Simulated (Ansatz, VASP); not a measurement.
# MgI2: VASP beside Ansatz

```xyz
3
Lattice="4.2295 0.0000 0.0000 -2.1148 3.6629 0.0000 0.0000 0.0000 7.8531" Properties=species:S:1:pos:R:3 pbc="T T T"
Mg    0.0000    0.0000    0.0000
I     0.0000    2.4419    6.0810
I     2.1148    1.2210    1.7721
```

Alike in both runs: task single point; functional PBE; k mesh 6 × 6 × 4; occupations gaussian, width 0.05 eV; no spin polarisation.

|  | VASP | Ansatz |
| --- | --- | --- |
| version | VASP 6.6.1 | Ansatz 0.2.0 |
| potentials or method | VASP PAW PBE potentials, release 64 (Mg, I) | scalar-relativistic, plane waves, PAW |
| plane-wave cutoff (eV) | 520 | 520 |
| valence electrons in the cell | 16 | 44 |

VASP gave:

| Property | Result |
| --- | --- |
| gap on the k mesh at the Fermi level (eV) | 3.38 |
| least direct gap on the mesh (eV) | 3.39 |
| pressure (GPa) | -1.4 |
| largest component of the traceless stress (GPa) | 0.71 |
| rms of the force components (eV/Å) | 0.222 |

Problem. Estimate Ansatz's values.

Solution. gap on the k mesh at the Fermi level (eV): 3.39; least direct gap on the mesh (eV): 3.41; pressure (GPa): -1.4; largest component of the traceless stress (GPa): 0.71; rms of the force components (eV/Å): 0.217.

Atom by atom the forces differ by 0.005 eV/Å (rms over components). The two sets of potentials don't hold the same shells in valence.

Caveats: spin-orbit coupling is left out, which moves the levels of the heavy elements; this functional lacks dispersion, which binds the layers, so the pressure and a relaxed spacing across them are unreliable. A k mesh can miss the band edges.
